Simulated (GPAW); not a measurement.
**CoAl and the effect of the Hubbard U on Co d**

The structure is cubic, space group Pm-3m (No. 221). Conventional cell: a = 2.819 Å, b = 2.819 Å, c = 2.819 Å, α = 90.00°, β = 90.00°, γ = 90.00°. Co (site symmetry m-3m) has 8 Al at 2.44 Å as nearest neighbours. Al (site symmetry m-3m) is surrounded by 8 Co at 2.44 Å.

The cell is a database's computed one, not the measured one.

Kept alike: task band structure; functional PBEsol; k mesh 9 × 9 × 9; occupations fermi-dirac, width 0.05 eV; collinear spin, ferromagnetic start. Program: GPAW, PAW data sets generated for this functional, cutoff 600 eV. The mesh is that of the run's cell of 2 atoms. No spin-orbit coupling.

| run | pressure (GPa) | largest site moment (μB) |
| --- | --- | --- |
| A | 5.91 | 0.87 |
| B | 32.70 | 1.73 |
| C | 0.93 | 0.39 |
| D | 0.22 | 0.09 |
| E | 25.84 | 1.58 |

Pressure is positive in compression; the values hold the error of the finite cutoff, so their zero can differ a little from the energy's minimum. For a metal such a mesh leaves the last digits unconverged. How U acts hangs on the program's projectors. The runs hold the magnetic state that their start led to, which needn't be the lowest. Site moments count inside each atom's sphere or projector.

Q: The runs differ in the Hubbard U on Co d alone: 2; 3; 4; 6; 8 eV. Which run is which?

A: Run A is 4 eV; run B is 8 eV; run C is 3 eV; run D is 2 eV; run E is 6 eV. The pressure rises from 0.22 to 32.70 GPa between 2 and 8 eV. The largest site moment rises from 0.09 to 1.73 μB between 2 and 8 eV. U favours whole occupations of the shell, which as a rule raises the local moment.

Both the pressure and the Co moment rise at every step in U, but the moment gains little between 6 and 8 eV, which suggests that it is nearing saturation. In CoAl the Co d states hybridise strongly with Al s and p states, and the Fermi level lies in a region of low density of states, so the Stoner criterion isn't met. A larger U strengthens the effective exchange within the d shell until splitting the spins pays despite the cost in band energy.

Well-ordered stoichiometric CoAl is known to be nonmagnetic, with local moments tied to Co antisite atoms. The large moments at high U are therefore probably an artefact of a correction too strong for a well-screened, itinerant d shell.

The growing pressure means that the fixed cell increasingly favours expansion. This may be a magnetovolume effect, as spin splitting fills antibonding majority states, or a direct weakening of d bonding by U. Separating the two would take nonmagnetic runs at the same U values.
